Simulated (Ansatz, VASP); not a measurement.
Ag: VASP beside Ansatz

INCAR

```
SYSTEM = Ag
ALGO = Fast ; EDIFF = 1E-6
ENCUT = 520 ; GGA = PE
ISIF = 2 ; ISMEAR = 0
LASPH = .True. ; LCHARG = .True.
LELF = .True. ; LREAL = .False.
LVHAR = .True. ; LWAVE = .False.
NBANDS = 12 ; NELM = 80
PREC = Accurate ; SIGMA = 0.15
```

Contents of KPOINTS:

```
k-points
0
Gamma
  20 20 20
  0 0 0
```

The input POSCAR:

```
Ag
1.0
    0.0000000000      2.2065480000      1.8796520000
    2.2065480000      0.0000000000      1.8796520000
    2.2065480000      2.2065480000      0.0000000000
Ag
1
Direct
    0.0000000000      0.0000000000      0.0000000000
```

Input for Ansatz:

```yaml
crystal:
  lattice:
    - [0.0, 2.206548, 1.879652]
    - [2.206548, 0.0, 1.879652]
    - [2.206548, 2.206548, 0.0]
  atoms:
    - { symbol: Ag, position: [0.0, 0.0, 0.0] }
basis:
  ecutwfc: 420
kpoints:
  mp_grid: { grid: [20, 20, 20] }
hamiltonian:
  xc: pbe
scf:
  occupations: { method: gaussian, width: 0.15 }
output:
  forces: true
  stress: true
  eigenvalues: true
  write_density: true
  write_potential: true
  elf: true
  volumetric_format: npy
```

Change from the starting cell: strain +0.080 along x and y, -0.080 along z, atoms carried along.

Alike in both runs: task single point; functional PBE; k mesh 20 × 20 × 20; occupations gaussian, width 0.15 eV; no spin polarisation.

```csv
,VASP,Ansatz
version,VASP 6.6.1,Ansatz 0.2.0
potentials or method,"VASP PAW PBE potentials, release 64 (Ag)","scalar-relativistic, plane waves, PAW"
plane-wave cutoff (eV),520,420
valence electrons in the cell,11,19
```

|  | VASP | Ansatz | Ansatz less VASP |
| --- | --- | --- | --- |
| gap on the k mesh at the Fermi level (eV) | none | none | - |
| pressure (GPa) | -1.8 | -1.7 | +0.04 |
| largest component of the traceless stress (GPa) | 1.26 | 1.27 | +0.013 |

A gap of «none» marks a metal or a gap that the smearing closes. The two sets of potentials don't hold the same shells in valence.
